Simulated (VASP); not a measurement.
# KI (Pm-3m) in VASP: further runs

Aim: see how the results for KI move with the level of theory and the settings. Levels: r2SCAN, PBE. Tasks: single point.

All numbers are computed with VASP 6.6.1; they aren't measurements. Logs are shortened: lines on timing, memory, paths and dates and some standing lists are left out, and cuts for length are marked.

## (1) The crystal as given

The structure is cubic, space group Pm-3m (No. 221). Conventional cell: a = 4.291 Å, b = 4.291 Å, c = 4.291 Å, α = 90.00°, β = 90.00°, γ = 90.00°. Around I (site symmetry m-3m) lie 8 K at 3.72 Å. K (site symmetry m-3m) has 8 I at 3.72 Å as nearest neighbours.

Measurements of this composition are mostly on another form, of space group No. 225.

## (2) Single point, r2SCAN

Input file INCAR:

```
SYSTEM = KI
ADDGRID = .False.
ALGO = Normal
EDIFF = 1E-6
ENCUT = 350
ISIF = 2
ISMEAR = 0
LASPH = .True.
LCHARG = .False.
LMIXTAU = .True.
LREAL = .False.
LWAVE = .False.
METAGGA = R2SCAN
NBANDS = 15
NELM = 100
PREC = Accurate
SIGMA = 0.05
```

Input file KPOINTS:

```
k-points
0
Gamma
  8 8 8
  0 0 0
```

Input file POSCAR:

```
KI
1.0
    4.2911966600      0.0000000000      0.0000000000
    0.0000000000      4.2911966600      0.0000000000
    0.0000000000      0.0000000000      4.2911966600
I K
1 1
Direct
    0.5000000000      0.5000000000      0.5000000000
    0.0000000000      0.0000000000      0.0000000000
```

Potentials or basis: VASP PAW PBE potentials, release 64 (I, K_sv).

Started as:

```console
> cat potpaw_PBE.64/I/POTCAR potpaw_PBE.64/K_sv/POTCAR > POTCAR
> mpirun -np 1 vasp_std > vasp.out
```

OUTCAR:

```text
SYSTEM = KI
   EDIFF = 1E-6
   ENCUT = 350
   ISIF = 2
   ISMEAR = 0
   LASPH = .True.
   LREAL = .False.
   METAGGA = R2SCAN
   NELM = 100
   PREC = Accurate

 Found     35 irreducible k-points:

 Following reciprocal coordinates:
            Coordinates               Weight
  0.000000  0.000000  0.000000      1.000000
  0.125000  0.000000  0.000000      6.000000
  0.250000  0.000000  0.000000      6.000000
  0.375000  0.000000  0.000000      6.000000
  0.500000  0.000000  0.000000      3.000000
  0.125000  0.125000  0.000000     12.000000
   k-points           NKPTS =     35   k-points in BZ     NKDIM =     35   number of bands    NBANDS=     15
   number of dos      NEDOS =    301   number of ions     NIONS =      2
   total plane-waves  NPLWV =  21952
   dimension x,y,z NGX =    28 NGY =   28 NGZ =   28
   dimension x,y,z NGXF=    56 NGYF=   56 NGZF=   56
   ions per type =               1   1
   NGX,Y,Z   is equivalent  to a cutoff of  10.85, 10.85, 10.85 a.u.
   NGXF,Y,Z  is equivalent  to a cutoff of  21.70, 21.70, 21.70 a.u.
 SYSTEM =  KI
   PREC   = accura    normal or accurate (medium, high low for compatibility)
   ISTART =      0    job   : 0-new  1-cont  2-samecut
   ICHARG =      2    charge: 1-file 2-atom 10-const
   ISPIN  =      1    spin polarized calculation?
   LNONCOLLINEAR =      F non collinear calculations
   LSORBIT =      F    spin-orbit coupling
   LASPH  =      T    aspherical Exc in radial PAW
   ENCUT  =  350.0 eV  25.72 Ry    5.07 a.u.   6.55  6.55  6.55*2*pi/ulx,y,z
   NELM   =    100;   NELMIN=  2; NELMDL= -5     # of ELM steps
   EDIFF  = 0.1E-05   stopping-criterion for ELM
   LREAL  =      F    real-space projection
   EDIFFG = 0.1E-04   stopping-criterion for IOM
   NSW    =      0    number of steps for IOM
   IBRION =     -1    ionic relax: 0-MD 1-quasi-New 2-CG
   NFREE  =      0    steps in history (QN), initial steepest desc. (CG)
   ISIF   =      2    stress and relaxation
   ISYM   =      2    0-nonsym 1-usesym 2-fastsym
   POTIM  = 0.5000    time-step for ionic-motion
   TEBEG  =    0.0;   TEEND  =   0.0 temperature during run
   PSTRESS=    0.0 pullay stress
   NELECT =      16.0000    total number of electrons
   NUPDOWN=      -1.0000    fix difference up-down
   EMIN   =  10.00;   EMAX   =-10.00  energy-range for DOS
   EFERMI =   0.00;   METHOD = LEGACY
   ISMEAR =     0;   SIGMA  =   0.05  broadening in eV -4-tet -1-fermi 0-gaus
   EFERMI_NEDOS =   21; number of points for ismear=-14 and -15
   IALGO  =     38    algorithm
   IMIX   =      4    mixing-type and parameters
     AMIX     =   0.40;   BMIX     =  1.00
     AMIX_MAG =   1.60;   BMIX_MAG =  1.00
  volume/ion in A,a.u.               =      39.51       266.63
  Fermi-wavevector in a.u.,A,eV,Ry     =   0.961324  1.816639 12.573738  0.924144
  Thomas-Fermi vector in A             =   2.090686
   LORBIT       =      0    0 simple, 1 ext, 2 COOP (PROOUT), +10 PAW based schemes
   METAGGA = R2SCAN    functional components
   LHFCALC =     F    Hartree Fock is set to
   AEXX    =    0.0000 exact exchange contribution
   IVDW    =     0    specifies the selected vdW correction
   LEPSILON=     F    determine dielectric tensor
   LRPA    =     F    only Hartree local field effects (RPA)
 non-spin polarized calculation
 Gauss-broadening in eV      SIGMA  =   0.05
  energy-cutoff  :      350.00
  volume of cell :       79.02
 maximum number of plane-waves:      1208
 NGX is ok and might be reduce to    28
   NGX = 13   NGY = 13   NGZ = 13

 number of electron      16.0000006 magnetization

 Free energy of the ion-electron system (eV)
  ---------------------------------------------------
  ext. energy  EPLUGINS =         0.00000000
  ---------------------------------------------------
  free energy    TOTEN  =       -33.86259703 eV

  energy without entropy =      -33.86259703  energy(sigma->0) =      -33.86259703

 E-fermi :   0.9119     XC(G=0):  -8.0469

 val. band max:        0.5764423184   @ k =   0.5000   0.5000   0.0000
 cond. band min:       4.6180111274   @ k =   0.0000   0.0000   0.0000
 fundamental gap:      4.0415688090
 Fermi energy:         0.9119211908

 k-point     1 :       0.0000    0.0000    0.0000
  band No.  band energies     occupation
      1     -30.0069      2.00000
      2     -12.6881      2.00000
      3     -12.6881      2.00000
      4     -12.6881      2.00000
      5     -10.9139      2.00000
      6       0.2075      2.00000
      7       0.2075      2.00000
      8       0.2075      2.00000
      9       4.6180      0.00000
     10       5.8333      0.00000
     11       5.8333      0.00000
     12       9.6796      0.00000
     13       9.6796      0.00000
     14       9.6796      0.00000
     15      11.7465      0.00000

 k-point     2 :       0.1250    0.0000    0.0000
  band No.  band energies     occupation
      1     -30.0063      2.00000
      2     -12.7137      2.00000
      3     -12.6865      2.00000
      4     -12.6865      2.00000
      5     -10.8672      2.00000
      6      -0.1814      2.00000
      7       0.2194      2.00000
      8       0.2194      2.00000
      9       4.9681      0.00000
     10       5.9490      0.00000
     11       6.2301      0.00000
     12       9.6166      0.00000
     13       9.6166      0.00000
     14       9.7491      0.00000
     15      11.1372      0.00000

 k-point     3 :       0.2500    0.0000    0.0000
  band No.  band energies     occupation
      1     -30.0047      2.00000
      2     -12.7721      2.00000
      3     -12.6824      2.00000
      4     -12.6824      2.00000
      5     -10.7552      2.00000
      6      -0.9206      2.00000
      7       0.2482      2.00000
      8       0.2482      2.00000
      9       5.6284      0.00000
     10       6.2914      0.00000
     11       7.2437      0.00000
     12       9.5338      0.00000
     13       9.5338      0.00000
     14       9.9371      0.00000
     15       9.9905      0.00000

 k-point     4 :       0.3750    0.0000    0.0000
  band No.  band energies     occupation
      1     -30.0031      2.00000
      2     -12.8270      2.00000
      3     -12.6785      2.00000
      4     -12.6785      2.00000
      5     -10.6430      2.00000
      6      -1.5110      2.00000
      7       0.2771      2.00000
      8       0.2771      2.00000
      9       6.3333      0.00000
     10       6.8326      0.00000
     11       8.1342      0.00000
     12       8.8751      0.00000
     13       9.6108      0.00000
     14       9.6108      0.00000
     15      10.1654      0.00000

 k-point     5 :       0.5000    0.0000    0.0000
  band No.  band energies     occupation
      1     -30.0025      2.00000
      2     -12.8486      2.00000
      3     -12.6768      2.00000
      4     -12.6768      2.00000
      5     -10.5962      2.00000
      6      -1.7292      2.00000
      7       0.2892      2.00000
      8       0.2892      2.00000
      9       6.7209      0.00000
     10       7.2985      0.00000
     11       8.2081      0.00000
     12       8.3461      0.00000
     13       9.9186      0.00000
     14       9.9186      0.00000
     15      10.0170      0.00000

 k-point     6 :       0.1250    0.1250    0.0000
  band No.  band energies     occupation
      1     -30.0056      2.00000
      2     -12.7205      2.00000
      3     -12.6998      2.00000
      4     -12.6848      2.00000
      5     -10.8266      2.00000
      6      -0.2315      2.00000
      7      -0.0701      2.00000
      8       0.2351      2.00000
      9       5.2952      0.00000
     10       6.1997      0.00000
     11       6.4372      0.00000
     12       9.3366      0.00000
     13       9.4765      0.00000
     14      10.0402      0.00000
     15      11.2007      0.00000

 [... further k-points ...]

------------------------ aborting loop because EDIFF is reached ----------------------------------------

  FORCE on cell =-STRESS in cart. coord.  units (eV):
  Direction    XX          YY          ZZ          XY          YZ          ZX
  --------------------------------------------------------------------------------------
  -------------------------------------------------------------------------------------
  Total       -0.0193647     -0.0193647     -0.0193647      0.0000000     -0.0000000      0.0000000
  in kB       -0.3926321     -0.3926321     -0.3926321      0.0000000     -0.0000000      0.0000000
  external PRESSURE =      -0.3926321 kB  Pullay stress =       0.0000000 kB

 VOLUME and BASIS-vectors are now :
 -----------------------------------------------------------------------------
  energy-cutoff  :      350.00
  volume of cell :       79.02
      direct lattice vectors                 reciprocal lattice vectors
     4.291196660  0.000000000  0.000000000     0.233035230  0.000000000  0.000000000
     0.000000000  4.291196660  0.000000000     0.000000000  0.233035230  0.000000000
     0.000000000  0.000000000  4.291196660     0.000000000  0.000000000  0.233035230

 POSITION                                       TOTAL-FORCE (eV/Angst)
 -----------------------------------------------------------------------------------
      2.14560      2.14560      2.14560         0.000000      0.000000      0.000000
      0.00000      0.00000      0.00000         0.000000      0.000000      0.000000
 -----------------------------------------------------------------------------------
    total drift:                               -0.000000      0.000000      0.000000

  FREE ENERGIE OF THE ION-ELECTRON SYSTEM (eV)
  ---------------------------------------------------
  free  energy   TOTEN  =       -33.8625970250 eV

  energy  without entropy=      -33.8625970250  energy(sigma->0) =      -33.86259703
```

Wall time 97 s (1 thread of Intel Xeon Platinum 8259CL at 2.50GHz (Skylake/Cascade Lake), shared host); peak memory 0.17 GiB.

These settings aren't checked as converged: the numbers below hold their error.

Results:

```yaml
Free_energy: -33.8626 eV
Pressure: 0.0 GPa
Band_gap_on_the_k_mesh: 4.04 eV, indirect (least direct gap 4.41 eV)
```

Caveat: the PAW data sets were made with another functional, which shifts forces and pressure a little; spin-orbit coupling is left out, which moves the levels of the heavy elements.

## (3) Single point, r2SCAN

INCAR is that of step 2.

KPOINTS is that of step 2.

Input file POSCAR:

```
KI
1.0
    4.2911966600      0.0000000000      0.0000000000
    0.0000000000      4.2911966600      0.0000000000
    0.0000000000      0.0000000000      4.2911966600
I K
1 1
Direct
    0.5065330000      0.4906340000      0.4946390000
   -0.0062690000      0.0032140000     -0.0010130000
```

Potentials or basis: VASP PAW PBE potentials, release 64 (I, K_sv).

Started as:

```console
> cat potpaw_PBE.64/I/POTCAR potpaw_PBE.64/K_sv/POTCAR > POTCAR
> mpirun -np 1 vasp_std > vasp.out
```

OUTCAR:

```text
SYSTEM = KI
   EDIFF = 1E-6
   ENCUT = 350
   ISIF = 2
   ISMEAR = 0
   LASPH = .True.
   LREAL = .False.
   METAGGA = R2SCAN
   NELM = 100
   PREC = Accurate

 Found    260 irreducible k-points:

 Following reciprocal coordinates:
            Coordinates               Weight
  0.000000  0.000000  0.000000      1.000000
  0.125000  0.000000  0.000000      2.000000
  0.000000  0.125000  0.000000      2.000000
  0.000000  0.000000  0.125000      2.000000
  0.250000  0.000000  0.000000      2.000000
  0.000000  0.250000  0.000000      2.000000
   k-points           NKPTS =    260   k-points in BZ     NKDIM =    260   number of bands    NBANDS=     15
   number of dos      NEDOS =    301   number of ions     NIONS =      2
   total plane-waves  NPLWV =  21952
   dimension x,y,z NGX =    28 NGY =   28 NGZ =   28
   dimension x,y,z NGXF=    56 NGYF=   56 NGZF=   56
   ions per type =               1   1
   NGX,Y,Z   is equivalent  to a cutoff of  10.85, 10.85, 10.85 a.u.
   NGXF,Y,Z  is equivalent  to a cutoff of  21.70, 21.70, 21.70 a.u.
 SYSTEM =  KI
   PREC   = accura    normal or accurate (medium, high low for compatibility)
   ISTART =      0    job   : 0-new  1-cont  2-samecut
   ICHARG =      2    charge: 1-file 2-atom 10-const
   ISPIN  =      1    spin polarized calculation?
   LNONCOLLINEAR =      F non collinear calculations
   LSORBIT =      F    spin-orbit coupling
   LASPH  =      T    aspherical Exc in radial PAW
   ENCUT  =  350.0 eV  25.72 Ry    5.07 a.u.   6.55  6.55  6.55*2*pi/ulx,y,z
   NELM   =    100;   NELMIN=  2; NELMDL= -5     # of ELM steps
   EDIFF  = 0.1E-05   stopping-criterion for ELM
   LREAL  =      F    real-space projection
   EDIFFG = 0.1E-04   stopping-criterion for IOM
   NSW    =      0    number of steps for IOM
   IBRION =     -1    ionic relax: 0-MD 1-quasi-New 2-CG
   NFREE  =      0    steps in history (QN), initial steepest desc. (CG)
   ISIF   =      2    stress and relaxation
   ISYM   =      2    0-nonsym 1-usesym 2-fastsym
   POTIM  = 0.5000    time-step for ionic-motion
   TEBEG  =    0.0;   TEEND  =   0.0 temperature during run
   PSTRESS=    0.0 pullay stress
   NELECT =      16.0000    total number of electrons
   NUPDOWN=      -1.0000    fix difference up-down
   EMIN   =  10.00;   EMAX   =-10.00  energy-range for DOS
   EFERMI =   0.00;   METHOD = LEGACY
   ISMEAR =     0;   SIGMA  =   0.05  broadening in eV -4-tet -1-fermi 0-gaus
   EFERMI_NEDOS =   21; number of points for ismear=-14 and -15
   IALGO  =     38    algorithm
   IMIX   =      4    mixing-type and parameters
[... 22 lines left out ...]
 Free energy of the ion-electron system (eV)
  ---------------------------------------------------
  ext. energy  EPLUGINS =         0.00000000
  ---------------------------------------------------
  free energy    TOTEN  =       -33.86052198 eV

  energy without entropy =      -33.86052198  energy(sigma->0) =      -33.86052198

 E-fermi :   0.9042     XC(G=0):  -8.0463

 val. band max:        0.5742884582   @ k =   0.0000   0.5000   0.5000
 cond. band min:       4.6176649871   @ k =   0.0000   0.0000   0.0000
 fundamental gap:      4.0433765289
 Fermi energy:         0.9042260581

 k-point     1 :       0.0000    0.0000    0.0000
  band No.  band energies     occupation
      1     -30.0047      2.00000
      2     -12.6869      2.00000
      3     -12.6862      2.00000
      4     -12.6860      2.00000
      5     -10.9144      2.00000
      6       0.2052      2.00000
      7       0.2059      2.00000
      8       0.2066      2.00000
      9       4.6177      0.00000
     10       5.8344      0.00000
     11       5.8396      0.00000
     12       9.6772      0.00000
     13       9.6836      0.00000
     14       9.6848      0.00000
[... 77 lines left out ...]
      2     -12.7708      2.00000
      3     -12.6807      2.00000
      4     -12.6803      2.00000
      5     -10.7556      2.00000
      6      -0.9214      2.00000
      7       0.2466      2.00000
      8       0.2473      2.00000
      9       5.6280      0.00000
     10       6.2908      0.00000
     11       7.2460      0.00000
     12       9.5316      0.00000
     13       9.5378      0.00000
     14       9.9383      0.00000
     15       9.9792      0.00000

 [... further k-points ...]

------------------------ aborting loop because EDIFF is reached ----------------------------------------

  FORCE on cell =-STRESS in cart. coord.  units (eV):
  Direction    XX          YY          ZZ          XY          YZ          ZX
  --------------------------------------------------------------------------------------
  -------------------------------------------------------------------------------------
  Total       -0.0089882     -0.0086373     -0.0070101     -0.0118637      0.0041257     -0.0040826
  in kB       -0.1822419     -0.1751262     -0.1421336     -0.2405451      0.0836519     -0.0827772
  external PRESSURE =      -0.1665006 kB  Pullay stress =       0.0000000 kB

 VOLUME and BASIS-vectors are now :
 -----------------------------------------------------------------------------
  energy-cutoff  :      350.00
  volume of cell :       79.02
      direct lattice vectors                 reciprocal lattice vectors
     4.291196660  0.000000000  0.000000000     0.233035230  0.000000000  0.000000000
     0.000000000  4.291196660  0.000000000     0.000000000  0.233035230  0.000000000
     0.000000000  0.000000000  4.291196660     0.000000000  0.000000000  0.233035230

 POSITION                                       TOTAL-FORCE (eV/Angst)
 -----------------------------------------------------------------------------------
      2.17363      2.10541      2.12259        -0.035761      0.034767      0.012400
      4.26430      0.01379      4.28685         0.035761     -0.034767     -0.012400
 -----------------------------------------------------------------------------------
    total drift:                               -0.000148      0.000027      0.001384

  FREE ENERGIE OF THE ION-ELECTRON SYSTEM (eV)
  ---------------------------------------------------
  free  energy   TOTEN  =       -33.8605219808 eV

  energy  without entropy=      -33.8605219808  energy(sigma->0) =      -33.86052198
```

OSZICAR:

```text
N       E                     dE             d eps       ncg     rms          rms(c)
DAV:   1     0.367897494288E+02    0.36790E+02   -0.53832E+03  7808   0.690E+02
DAV:   2    -0.332549003715E+02   -0.70045E+02   -0.66064E+02 10271   0.187E+02
[... 11 lines left out ...]
DAV:  14    -0.338604978535E+02   -0.12530E-03   -0.54440E-05 11515   0.663E-02    0.223E-02
DAV:  15    -0.338604921546E+02    0.56989E-05   -0.13312E-06  9370   0.886E-03    0.205E-02
DAV:  16    -0.338604816720E+02    0.10483E-04   -0.28038E-05  9592   0.495E-02    0.286E-03
DAV:  17    -0.338605205771E+02   -0.38905E-04   -0.12717E-05  8549   0.333E-02    0.395E-03
DAV:  18    -0.338605219077E+02   -0.13306E-05   -0.77260E-07  8887   0.881E-03    0.311E-03
DAV:  19    -0.338605219808E+02   -0.73087E-07   -0.17029E-07  6182   0.388E-03
   1 F= -.33860522E+02 E0= -.33860522E+02  d E =-.189366E-22
```

Wall time 9.9 min (1 thread of Intel Xeon Platinum 8259CL at 2.50GHz (Skylake/Cascade Lake), shared host); peak memory 0.3 GiB.

These settings aren't checked as converged: the numbers below hold their error.

What came out:

| Property | Result |
| --- | --- |
| Free energy | -33.8605 eV |
| Pressure | 0.0 GPa |
| Largest force | 0.051 eV/Å |
| Band gap on the k mesh | 4.04 eV, indirect (least direct gap 4.41 eV) |

Caveat: the PAW data sets were made with another functional, which shifts forces and pressure a little; spin-orbit coupling is left out, which moves the levels of the heavy elements.

(Part 1 of 2 ends here.)
